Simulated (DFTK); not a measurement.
The system is NiO.

```
CELL_PARAMETERS angstrom
0.00000 2.08590 2.08590
2.08590 0.00000 2.08590
2.08590 2.08590 0.00000
ATOMIC_POSITIONS crystal
Ni 0.00000 0.00000 0.00000
O 0.50000 0.50000 0.50000
```

Base run:

- Program: DFTK 0.8.2
- Functional: PBE
- Potentials or basis: dojo.nc.sr.pbe.v0_4_1.standard.upf (PBE)
- Cutoff: 1333 eV
- k mesh: 11 × 11 × 11
- Occupations: fermi-dirac, width 0.05 eV
- Spin: collinear spin, zero start
- Starting moments: [0.0, 0.0] μB

Its results: band gap on the k mesh none (metal or under the smearing width); pressure -2.3 GPa; net moment 0.00 μB per cell.

Question: The run is repeated on the same cell with these changes: spin from collinear spin, zero start to collinear spin, ferromagnetic start; moments at the start from [0.0, 0.0] to [1.0, 0.0]. What comes out?

Answer: Band gap on the k mesh none (metal or under the smearing width); pressure 6.0 GPa; net moment 1.83 μB per cell; site moments Ni +1.51; O +0.32 μB.

Caveats: semilocal functionals often make such compounds metallic where correlation or magnetic order opens a gap, which also shifts bond lengths; a cell with one magnetic atom can't hold antiferromagnetic order, which such compounds often take (some runs).
